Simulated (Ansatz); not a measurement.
Na3H2: competing structures

Computed with DFT PBE, scalar-relativistic, plane waves, PAW in Ansatz 0.2.0. Settings: cutoff 420 eV, Γ-centred meshes spaced at most about 0.3 Å⁻¹, and about 0.25 Å⁻¹ or finer for metals (2π included), Gaussian smearing. No spin polarisation.

Energies over the elements count from the elements' standard structures at the same level (H₂ as a molecule), with no fitted energy shifts.

These are static total energies at zero pressure. Larger cells and other orderings weren't all tried, so the list isn't exhaustive. For metals, differences of a few meV/atom aren't resolved. With hydrogen, zero-point motion can shift formation energies by some tens of meV/atom.

Invented guesses were relaxed alike, and ends that match in structure were merged. ΔE counts from the first row. Coordination counts H atoms around Na (those within 1.25 times the shortest such distance or 1.15 times the sum of covalent radii; a plus sign parts nearer from farther groups; the shortest distance is added where it is long for a bond; a slash parts the counts of unlike sites). The ends were matched against large subsets of the Crystallography Open Database and the Materials Project, so a missing match doesn't prove that a structure is unreported.

| # | reached from | type and space group | atoms | Å³/atom | coordination | ΔE (meV/atom) | gap on mesh (eV) | in databases |
| --- | --- | --- | --- | --- | --- | --- | --- | --- |
| 1 | anti-A-type sesquioxide type (P-3m1) | P-3m1 (No. 164) | 5 | 18.3 | Na 3/6 | 0 | 0.00 | no match |
| 2 | anti-tetradymite type (R-3m) | anti-tetradymite, R-3m (No. 166) | 5 | 18.3 | Na 3/6 | 1 | 0.00 | no match |
| 3 | ordered vacancies on the cation sites of antifluorite | P-4m2 (No. 115) | 5 | 29.4 | Na 4/4+4 from 4.1 Å | 148 | 0.00 | no match |

The first two are tied within the noise. The first: Space group P-3m1 (No. 164), trigonal, a = 3.440 Å, c = 8.936 Å. Na on a site of symmetry -3m has 6 H at 2.43 Å; Na on a site of symmetry 3m is surrounded by 3 H at 2.46 Å; around H lie 6 Na at 2.43–2.46 Å. Its energy over the elements is −0.10 eV/atom. Whether it is stable depends on the other phases of the system, which aren't compared here. An observed structure of this formula, if there is one, may be missing.

Space group P-3m1 (No. 164). a = 3.440 Å, b = 3.440 Å, c = 8.936 Å, α = 90.00°, β = 90.00°, γ = 120.00°
```csv
atom,site,symmetry,x,y,z
Na,1a,-3m.,0.0000,0.0000,0.0000
Na,2d,3m.,0.3333,0.6667,0.6805
H,2d,3m.,0.3333,0.6667,0.1573
```

The second: Space group R-3m (No. 166), trigonal, a = 3.438 Å, c = 26.846 Å. Na on a site of symmetry -3m has 6 H at 2.43 Å; Na on a site of symmetry 3m is surrounded by 3 H at 2.46 Å; H is surrounded by 6 Na at 2.43–2.46 Å. Counting H atoms around Na, the first and the second both have Na 3/6. Cells relaxed within their symmetry can be saddle points.

```
Na H
1.0
     1.71905    0.99249    8.94864
    -1.71905    0.99249    8.94864
     0.00000   -1.98499    8.94864
Na H
3 2
Direct
  0.00000 0.00000 0.00000
  0.22700 0.22700 0.22700
  0.77300 0.77300 0.77300
  0.38578 0.38578 0.38578
  0.61422 0.61422 0.61422
```
